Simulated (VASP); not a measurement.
HfO2:

```
CELL_PARAMETERS angstrom
5.07623 0.00000 -0.00248
0.00000 5.15429 0.00000
-0.87565 0.00000 5.17132
ATOMIC_POSITIONS crystal
Hf 0.27731 0.45730 0.70766
Hf 0.72269 0.95730 0.79234
Hf 0.72269 0.54270 0.29234
Hf 0.27731 0.04270 0.20766
O 0.44707 0.74182 0.98080
O 0.55293 0.24182 0.51920
O 0.55293 0.25818 0.01920
O 0.44707 0.75818 0.48080
O 0.07115 0.33718 0.34080
O 0.92885 0.83718 0.15920
O 0.92885 0.66282 0.65920
O 0.07115 0.16282 0.84080
```

The cell is a database's computed one.

Base run:

```yaml
Program: VASP 6.6.1
Functional: PBEsol
Potentials_or_basis: VASP PAW PBE potentials, release 64 (Hf_pv, O_h)
Cutoff: 900 eV
k_mesh: 4 × 4 × 4
Occupations: gaussian, width 0.02 eV
Spin: no spin polarisation
```

Its results: band gap on the k mesh 3.97 eV, indirect (least direct gap 4.06 eV); pressure -0.4 GPa; largest force 0.008 eV/Å.

Problem. The run is repeated on the same cell with these changes: functional from PBEsol to r2SCAN; potentials or basis from VASP PAW PBE potentials, release 64 (Hf_pv, O_h) to VASP PAW PBE potentials, release 64 (Hf_pv, O); cutoff from 900 eV to 520 eV. What comes out?

Solution. Band gap on the k mesh 4.57 eV, indirect (least direct gap 4.66 eV); pressure 2.0 GPa; largest force 0.120 eV/Å.

Caveats: the PAW data sets were made with another functional, which shifts forces and pressure a little; spin-orbit coupling is left out, which moves the levels of the heavy elements; the cutoff is under 1.25 times the usual one of these potentials, so pressure, stress and relaxed cells hold a basis-set (Pulay) error (some runs).

A k mesh can miss the band edges.

Not every run made on this cell is shown here.
